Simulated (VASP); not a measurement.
# GaN (strained zincblende): a r²SCAN single-point calculation in VASP

INCAR

```
NBANDS = 16
LWAVE = .FALSE.
METAGGA = R2SCAN
SIGMA = 0.01
LREAL = .FALSE.
IBRION = -1
NSW = 0
LASPH = .TRUE.
EDIFF = 1E-7
ALGO = Normal
LCHARG = .FALSE.
ISMEAR = 0
PREC = Accurate
ENCUT = 520
ISIF = 2
NELM = 120
```

KPOINTS

```
KPOINTS created by Atomic Simulation Environment
0
Gamma
10 10 10
0 0 0
```

KPOINTS_OPT

```
special points
6
Reciprocal
0.0000000000 0.0000000000 0.0000000000 1
-0.5000000000 -0.5000000000 0.0000000000 1
-0.3750000000 -0.3750000000 0.2500000000 1
-0.3750000000 0.0000000000 0.3750000000 1
0.0000000000 0.0000000000 0.5000000000 1
-0.5000000000 -0.2500000000 0.2500000000 1
```

POSCAR

```
Ga N
 1.0000000000000000
     0.0000000000000000    2.2264630156999998    2.2264630156999998
     2.2264630156999998    0.0000000000000000    2.2264630156999998
     2.2264630156999998    2.2264630156999998    0.0000000000000000
 Ga  N
   1   1
Cartesian
  0.0000000000000000  0.0000000000000000  0.0000000000000000
  1.1132315078499997  1.1132315078499997  1.1132315078499997
```

VASP ran with the recommended PBE PAW datasets (18 valence electrons in the cell).

Command

```
mpirun -np 1 vasp_std
```

OSZICAR

```
N       E                     dE             d eps       ncg     rms          rms(c)
DAV:   1     0.684279192766E+02    0.68428E+02   -0.95995E+03  1712   0.210E+03
DAV:   2    -0.208504348940E+02   -0.89278E+02   -0.83600E+02  1712   0.336E+02
DAV:   3    -0.267599891958E+02   -0.59096E+01   -0.58866E+01  1680   0.719E+01
DAV:   4    -0.268328818751E+02   -0.72893E-01   -0.72878E-01  1968   0.844E+00
DAV:   5    -0.268337736565E+02   -0.89178E-03   -0.89177E-03  1696   0.841E-01    0.732E+00
DAV:   6    -0.217941969778E+02    0.50396E+01   -0.35186E+00  2288   0.418E+01    0.251E+00
DAV:   7    -0.218683160165E+02   -0.74119E-01   -0.47062E-01  1664   0.716E+00    0.176E+00
DAV:   8    -0.218791294390E+02   -0.10813E-01   -0.34021E-02  2016   0.488E+00    0.240E-01
DAV:   9    -0.218779014854E+02    0.12280E-02   -0.12136E-02  2224   0.278E+00    0.139E-01
DAV:  10    -0.218780035065E+02   -0.10202E-03   -0.85263E-04  1736   0.260E-01    0.138E-01
DAV:  11    -0.218780090454E+02   -0.55390E-05   -0.11641E-05  2336   0.496E-02    0.143E-01
DAV:  12    -0.218781233613E+02   -0.11432E-03   -0.20400E-03  1912   0.631E-01    0.151E-01
DAV:  13    -0.218780559131E+02    0.67448E-04   -0.22514E-04  1712   0.189E-01    0.120E-01
DAV:  14    -0.218780191214E+02    0.36792E-04   -0.36235E-05  1976   0.976E-02    0.865E-02
DAV:  15    -0.218780043006E+02    0.14821E-04   -0.83950E-05  2088   0.174E-01    0.400E-02
DAV:  16    -0.218780037370E+02    0.56360E-06   -0.25671E-05  2080   0.648E-02    0.229E-02
DAV:  17    -0.218780045215E+02   -0.78444E-06   -0.36309E-06  2248   0.301E-02    0.152E-02
DAV:  18    -0.218780060569E+02   -0.15355E-05   -0.74749E-06  2104   0.488E-02    0.175E-03
DAV:  19    -0.218780068789E+02   -0.82199E-06   -0.16742E-06  1968   0.123E-02    0.154E-03
DAV:  20    -0.218780070521E+02   -0.17316E-06   -0.41662E-08  1016   0.218E-03    0.178E-03
DAV:  21    -0.218780069642E+02    0.87886E-07   -0.37625E-08   848   0.414E-03
   1 F= -.21878007E+02 E0= -.21878007E+02  d E =-.128189E-63
       N       E                     dE             ncg
DAV:   1     0.101250099618E+04   -0.41715E+04      208
DAV:   2     0.435632815227E+03   -0.57687E+03      224
DAV:   3     0.400241032842E+03   -0.35392E+02      216
DAV:   4     0.399861277935E+03   -0.37975E+00      272
DAV:   5     0.399856995507E+03   -0.42824E-02      208
DAV:   6     0.399856840805E+03   -0.15470E-03      280
DAV:   7     0.399856836409E+03   -0.43954E-05      216
DAV:   8     0.399856836201E+03   -0.20844E-06      256
DAV:   9     0.399856836194E+03   -0.70914E-08      160
```

From OUTCAR

```
k-points           NKPTS =     47   k-points in BZ     NKDIM =     47   number of bands    NBANDS=     16

   NELECT =      18.0000    total number of electrons

   dimension x,y,z NGX =    24 NGY =   24 NGZ =   24
   dimension x,y,z NGXF=    48 NGYF=   48 NGZF=   48

  energy-cutoff  :      520.00
  volume of cell :       22.07
      direct lattice vectors                 reciprocal lattice vectors
     0.000000000  2.226463016  2.226463016    -0.224571438  0.224571438  0.224571438
     2.226463016  0.000000000  2.226463016     0.224571438 -0.224571438  0.224571438
     2.226463016  2.226463016  0.000000000     0.224571438  0.224571438 -0.224571438

 k-points in reciprocal lattice and weights: KPOINTS created by Atomic Simulation Env
   0.00000000  0.00000000  0.00000000       0.001
   0.10000000  0.00000000  0.00000000       0.008
   0.20000000  0.00000000  0.00000000       0.008
   0.30000000  0.00000000  0.00000000       0.008
   0.40000000  0.00000000  0.00000000       0.008
   0.50000000  0.00000000  0.00000000       0.004
   0.10000000  0.10000000  0.00000000       0.006
   0.20000000  0.10000000  0.00000000       0.024
   ...

 E-fermi :   5.5349

 k-point     1 :       0.0000    0.0000    0.0000
  band No.  band energies     occupation
      1     -11.6319      2.00000
      2      -8.4459      2.00000
      3      -8.4459      2.00000
      4      -8.4459      2.00000
      5      -8.0538      2.00000
      6      -8.0538      2.00000
      7       5.4183      2.00000
      8       5.4183      2.00000
      9       5.4183      2.00000
     10       7.7788      0.00000
     11      16.6603      0.00000
     12      16.6604      0.00000
     13      16.6604      0.00000
     14      24.4829      0.00000
     15      25.4359      0.00000
     16      25.4359      0.00000

 k-point     2 :       0.1000    0.0000    0.0000
  band No.  band energies     occupation
      1     -11.5133      2.00000
      2      -8.4301      2.00000
      3      -8.4301      2.00000
      4      -8.4074      2.00000
      5      -8.0552      2.00000
      6      -8.0552      2.00000
      7       4.3335      2.00000
      8       5.3039      2.00000
      9       5.3039      2.00000
     10       8.6099      0.00000
     11      16.1589      0.00000
     12      16.8384      0.00000
     13      16.8384      0.00000
     14      23.9887      0.00000
     15      23.9887      0.00000
     16      24.1398      0.00000

 k-point     3 :       0.2000    0.0000    0.0000
  band No.  band energies     occupation
      1     -11.2065      2.00000
      2      -8.3930      2.00000
      3      -8.3930      2.00000
      4      -8.2499      2.00000
      5      -8.0540      2.00000
      6      -8.0540      2.00000
      7       2.4226      2.00000
      8       5.0218      2.00000
      9       5.0218      2.00000
     10       9.7559      0.00000
     11      15.3661      0.00000
     12      17.1095      0.00000
     13      17.1096      0.00000
     14      22.9608      0.00000
     15      23.1885      0.00000
     16      23.1885      0.00000

 k-point     4 :       0.3000    0.0000    0.0000
  band No.  band energies     occupation
      1     -10.8549      2.00000
      2      -8.3586      2.00000
      3      -8.3586      2.00000
      4      -8.0398      2.00000
      5      -8.0398      2.00000
      6      -7.8720      2.00000
      7       0.4284      2.00000
      8       4.7019      2.00000
      9       4.7019      2.00000
     10      10.5039      0.00000
     11      14.9869      0.00000
     12      17.0345      0.00000
     13      17.0346      0.00000
     14      22.2701      0.00000
     15      23.7877      0.00000
     16      23.7877      0.00000

 k-point     5 :       0.4000    0.0000    0.0000
  band No.  band energies     occupation
      1     -10.6166      2.00000
      2      -8.3419      2.00000
      3      -8.3419      2.00000
      4      -8.0159      2.00000
      5      -8.0159      2.00000
      6      -7.2796      2.00000
      7      -1.2503      2.00000
      8       4.4619      2.00000
      9       4.4619      2.00000
     10      10.7881      0.00000
     11      14.9992      0.00000
     12      16.7483      0.00000
     13      16.7483      0.00000
     14      22.1668      0.00000
     15      25.4080      0.00000
     16      25.4081      0.00000

 k-point     6 :       0.5000    0.0000    0.0000
  band No.  band energies     occupation
      1     -10.5402      2.00000
      2      -8.3383      2.00000
      3      -8.3382      2.00000
      4      -8.0038      2.00000
      5      -8.0038      2.00000
      6      -6.9188      2.00000
      7      -1.9850      2.00000
      8       4.3740      2.00000
      9       4.3740      2.00000
     10      10.8397      0.00000
     11      15.0548      0.00000
     12      16.6116      0.00000
     13      16.6116      0.00000
     14      22.2540      0.00000
     15      26.6117      0.00000
     16      26.6118      0.00000

 k-point     7 :       0.1000    0.1000    0.0000
  band No.  band energies     occupation
      1     -11.4741      2.00000
      2      -8.4161      2.00000
      3      -8.4161      2.00000
      4      -8.4126      2.00000
      5      -8.0655      2.00000
      6      -8.0454      2.00000
      7       4.3616      2.00000
      8       5.0791      2.00000
      9       5.0791      2.00000
     10       8.8776      0.00000
     11      15.8000      0.00000
     12      17.0202      0.00000
     13      17.0203      0.00000
     14      21.7710      0.00000
     15      25.9832      0.00000
     16      26.1759      0.00000

 k-point     8 :       0.2000    0.1000    0.0000
  band No.  band energies     occupation
      1     -11.2311      2.00000
      2      -8.3933      2.00000
      3      -8.3779      2.00000
      4      -8.3015      2.00000
      5      -8.0673      2.00000
      6      -8.0372      2.00000
      7       2.9517      2.00000
      8       4.7182      2.00000
      9       4.8510      2.00000
     10       9.8490      0.00000
     11      15.1094      0.00000
     12      17.1131      0.00000
     13      17.3910      0.00000
     14      20.6824      0.00000
     15      25.2343      0.00000
     16      25.2350      0.00000

 k-point     9 :       0.3000    0.1000    0.0000
  band No.  band energies     occupation
      1     -10.8973      2.00000
      2      -8.3616      2.00000
      3      -8.3390      2.00000
      4      -8.1228      2.00000
      5      -8.0237      2.00000
      6      -7.9304      2.00000
      7       1.0946      2.00000
      8       4.3759      2.00000
      9       4.5028      2.00000
     10      10.7408      0.00000
     11      14.7168      0.00000
     12      16.6619      0.00000
     13      17.5079      0.00000
     14      21.2149      0.00000
     15      24.3533      0.00000
     16      25.2690      0.00000

 k-point    10 :       0.4000    0.1000    0.0000
  band No.  band energies     occupation
      1     -10.6319      2.00000
      2      -8.3416      2.00000
      3      -8.3182      2.00000
      4      -8.0714      2.00000
      5      -8.0064      2.00000
      6      -7.4030      2.00000
      7      -0.6569      2.00000
      8       4.1018      2.00000
      9       4.1716      2.00000
     10      11.2434      0.00000
     11      14.4866      0.00000
     12      16.5346      0.00000
     13      17.2749      0.00000
     14      22.2424      0.00000
     15      24.4328      0.00000
     16      26.3424      0.00000

 k-point    11 :       0.5000    0.1000    0.0000
  band No.  band energies     occupation
      1     -10.5139      2.00000
      2      -8.3354      2.00000
      3      -8.3141      2.00000
      4      -8.0357      2.00000
      5      -8.0026      2.00000
      6      -6.8929      2.00000
      7      -1.7488      2.00000
      8       3.7914      2.00000
      9       4.1643      2.00000
     10      11.4349      0.00000
     11      14.3138      0.00000
     12      16.7236      0.00000
     13      17.0112      0.00000
     14      22.8708      0.00000
     15      25.4690      0.00000
     16      26.8443      0.00000

 k-point    12 :      -0.4000    0.1000    0.0000
  band No.  band energies     occupation
      1     -10.5379      2.00000
      2      -8.3344      2.00000
      3      -8.3190      2.00000
      4      -8.0236      2.00000
      5      -8.0233      2.00000
      6      -7.0166      2.00000
      7      -1.5031      2.00000
      8       3.6659      2.00000
      9       4.3521      2.00000
     10      11.4505      0.00000
     11      14.3841      0.00000
     12      16.6627      0.00000
     13      16.9610      0.00000
     14      23.1126      0.00000
     15      25.0406      0.00000
     16      26.2402      0.00000

 ...

  Total        1.0342265      1.0342265      1.0342265      0.0000000     -0.0000000     -0.0000000
  in kB       75.0671236     75.0671236     75.0671236      0.0000000     -0.0000000     -0.0000000
  external PRESSURE =      75.0671236 kB  Pullay stress =       0.0000000 kB

 POSITION                                       TOTAL-FORCE (eV/Angst)
 -----------------------------------------------------------------------------------
      0.00000      0.00000      0.00000         0.000000     -0.000000      0.000000
      1.11323      1.11323      1.11323        -0.000000      0.000000     -0.000000
 -----------------------------------------------------------------------------------
    total drift:                                0.000007      0.000007      0.000007

  FREE ENERGIE OF THE ION-ELECTRON SYSTEM (eV)
  ---------------------------------------------------
  free  energy   TOTEN  =       -21.8780069642 eV

  energy  without entropy=      -21.8780069642  energy(sigma->0) =      -21.87800696
```

| Property | Result |
| --- | --- |
| gap between bands v and c | 2.36 eV |
| least direct gap | 2.36 eV |
| pressure | 7.5 GPa |

Band v is the last that the valence electrons fill when counted band by band, and c is the next.

The run took about 52 s on one core of a shared host (Intel Xeon Platinum 8488C) and held 0.16 GiB at most.
